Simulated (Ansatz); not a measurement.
## SiO2: computed properties

Computed with Ansatz, DFT r2SCAN, scalar-relativistic, plane waves, PAW.

Settings: cutoff 500 eV, Γ-centred mesh 6×6×4 on the computed 12-atom cell, Gaussian smearing of 0.02 eV; no spin polarisation.

The structure is relaxed at this level of theory with its symmetry kept. This form isn't the usual stable structure of the compound.

```
Si O
1.0
     5.03608    0.00000    0.00000
    -2.51804    4.36137    0.00000
     0.00000    0.00000    8.56508
Si O
4 8
Direct
  0.66667 0.33333 0.93705
  0.66667 0.33333 0.56295
  0.33333 0.66667 0.06295
  0.33333 0.66667 0.43705
  0.00000 0.41331 0.00000
  0.41331 0.41331 0.50000
  0.58669 0.00000 0.50000
  0.58669 0.58669 0.00000
  0.00000 0.58669 0.50000
  0.66667 0.33333 0.75000
  0.33333 0.66667 0.25000
  0.41331 0.00000 0.00000
```

* Space group: P6_322 (No. 182)
* Volume per atom: 105.8 bohr³
* Formation energy from the elements' standard states (uncorrected): -3.009 eV/atom
* Generalised Kohn–Sham band gap: 6.17 eV, indirect from (0.000, 0.000, 0.188) to Γ
* Löwdin character of the top 1 eV of the valence band: O 2p 97 %
* Electron masses at the edge by Cartesian direction of the standard setting (m_e; degenerate bands sorted by energy; no spin-orbit coupling): x: 0.57; y: 0.57; z: 0.56
* Hole masses at the edge by Cartesian direction of the standard setting (m_e; degenerate bands sorted by energy; no spin-orbit coupling): x: 2.6; y: 2.6; z: 0.98
* Bulk modulus: 35 GPa
* Its pressure derivative: 4.7
* Electronic dielectric constant xx, yy, zz of the standard setting (independent particles): 2.1, 2.1, 2.1